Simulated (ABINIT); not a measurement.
Runs of ABINIT 10.8.3 (patched build) on Si. Symmetry: Fd-3m, No. 227, cubic system. Conventional cell: a = 5.444 Å, b = 5.444 Å, c = 5.444 Å, α = 90.00°, β = 90.00°, γ = 90.00°. Si (site symmetry -43m) has 4 Si at 2.36 Å as nearest neighbours. 

```csv
task,level,potentials or basis,k mesh,cutoff (eV),fine-grid cutoff,mesh quality,gap on the mesh (eV),pressure (GPa),V0 of scaled cells (Å³/atom),B0 (GPa)
band structure,LDA-Teter,PseudoDojo NC SR LDA v0.4.1 standard,8 × 8 × 8,435,-,not flagged,(b),-2.4,-,-
band structure,revPBE,PseudoDojo NC SR PBE v0.4.1 standard,8 × 8 × 8,490,-,not flagged,0.68,1.7,-,-
band structure,SOGGA,PseudoDojo NC SR PBEsol v0.4.1 standard,8 × 8 × 8,490,-,not flagged,0.45,(a),-,-
band structure,PW91,PseudoDojo NC SR PBE v0.4.1 standard,8 × 8 × 8,490,-,not flagged,0.64,1.5,-,-
equation of state,HCTH407,JTH PAW PBE v2.0,8 × 8 × 8,408,816.342 eV,not flagged,-,-,20.31,89
single point,PBEsol,JTH PAW PBE v2.0,10 × 10 × 10,408,816.342 eV,not flagged,0.49,-0.5,-,-
band structure,RPBE,PseudoDojo NC SR PBE v0.4.1 standard,8 × 8 × 8,490,-,not flagged,0.70,1.8,-,-
equation of state,revPBE+D3(BJ),JTH PAW PBE v2.0,8 × 8 × 8,408,816.342 eV,not flagged,-,-,19.58,96
single point,r2SCAN,JTH PAW PBE v2.0,3 × 3 × 3,490,979.61 eV,coarse,0.90,-,-,-
band structure,rPW86PBE,JTH PAW PBE v2.0,8 × 8 × 8,408,816.342 eV,not flagged,0.78,3.3,-,-
equation of state,PBE,JTH PAW PBE v2.0,8 × 8 × 8,408,816.342 eV,not flagged,-,-,20.44,89
equation of state,LDA-PZ,PseudoDojo NC SR LDA v0.4.1 standard,8 × 8 × 8,435,-,not flagged,-,-,19.63,96
```

Alike in all rows: no spin polarisation; cell as given; smearing fermi-dirac 0.05 eV.

Estimate the missing entries.

(a) -1.6; (b) 0.54.

Caveats: some runs use coarse meshes; the PAW data sets were made with another functional, which shifts forces and pressure a little (some runs); the potentials were made for another functional, which shifts forces and pressure (some runs); pressures at fixed basis lie under the slope of the energies (some runs); an odd mesh through Γ misses points on the zone boundary, where band edges often lie (some runs).

Not every run made on this cell is shown here.
